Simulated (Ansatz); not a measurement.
**CdSe (F-43m) under pressure**

```yaml
crystal:
  lattice:
    - [3.00399, 3.00399, 0.00000]
    - [-3.00399, 3.00399, 0.00000]
    - [0.00000, 3.00399, 3.00399]
  atoms:
    - { symbol: Cd, position: [0.00000, 0.00000, 0.00000] }
    - { symbol: Se, position: [0.75000, 0.25000, 0.50000] }
```

This is the zero-pressure cell under LDA. Cell and atoms are relaxed by PAW (default files of Ansatz 0.2.0, cutoff 420 eV, stress met within about 0.05 GPa) at each pressure, in this structure whether or not another phase would take over; P is the pressure reached, less that of this cell. Levels come from LDA, all-electron LAPW in Ansatz 0.2.0, scalar-relativistic; k mesh 6×6×6, fixed occupations, basis error target 0.5 meV/atom. Conduction levels are in eV over the valence top (at Γ), at fixed fractional wave vectors. Zone-centre phonons come from finite displacements by PAW, without the LO-TO term.

```csv
P (GPa),V/V₀,Γ,L,X,T2 TO (cm⁻¹)
-2.01,1.0389,0.323,2.171,2.945,162.9
0.00,1.0000,0.399,2.217,2.875,174.7
1.96,0.9692,0.461,2.251,2.814,184.7
4.00,?,?,?,?,?
7.00,0.9082,0.587,2.315,2.677,206.3
9.99,0.8802,0.646,2.342,2.606,217.2
14.97,0.8417,0.726,2.374,2.498,233.3
```

Problem. Fit the third-order Birch-Murnaghan equation to the rows shown.

Solution. With f = [(V₀/V)^(2/3) − 1]/2, the normalised pressure F = P/[3f(1 + 2f)^(5/2)] is 56.9 GPa at f = -0.0126, 58.9 GPa at f = 0.0105, 60.0 GPa at f = 0.0331, 60.6 GPa at f = 0.0444, 61.5 GPa at f = 0.0609. The line F = B₀[1 + (3/2)(B′ − 4)f] gives B₀ = 57.9 GPa and B′ = 4.7.

Problem. What are the volume deformation potentials and pressure coefficients of these levels at zero pressure?

Solution. 

| level | dE/dlnV (eV) | dE/dP = −(dE/dlnV)/B₀ (meV/GPa) | mean slope up to 2.0 GPa (meV/GPa) |
| --- | --- | --- | --- |
| Γ | -1.99 | 34.3 | 31.5 |
| L | -1.15 | 19.8 | 17.7 |
| X | 1.90 | -32.7 | -31.1 |

dE/dlnV is the slope of a cubic fit in ln V at V₀. The last column is read from two rows and shows how the slope bends with pressure.

Problem. What mode Grüneisen parameters follow?

Solution. γ = −d ln ω/d ln V at V₀ from a quadratic fit in ln V: T2 1.79.

Problem. What belongs in the row at 4.00 GPa?

Solution. The fits give V/V₀ = 0.9418 and Γ = 0.517 eV. Computed: V/V₀ = 0.9419, Γ = 0.517, L = 2.281, X = 2.756, T2 TO (cm⁻¹) = 194.0.

Keep in mind: this zinc-blende form is metastable at ambient conditions; no other phase was computed; many crystals of this kind change structure within this range, and rows or crossings beyond such a change describe a metastable lattice; no spin-orbit coupling on heavy atoms; the frozen-core PAW files of the relaxations were fitted under PBE, their cores solved anew for this functional; semilocal gaps are low, and the spacing of valleys can be off by tenths of an eV; levels are read at fixed fractional k, so an edge that moves off these points is missed.
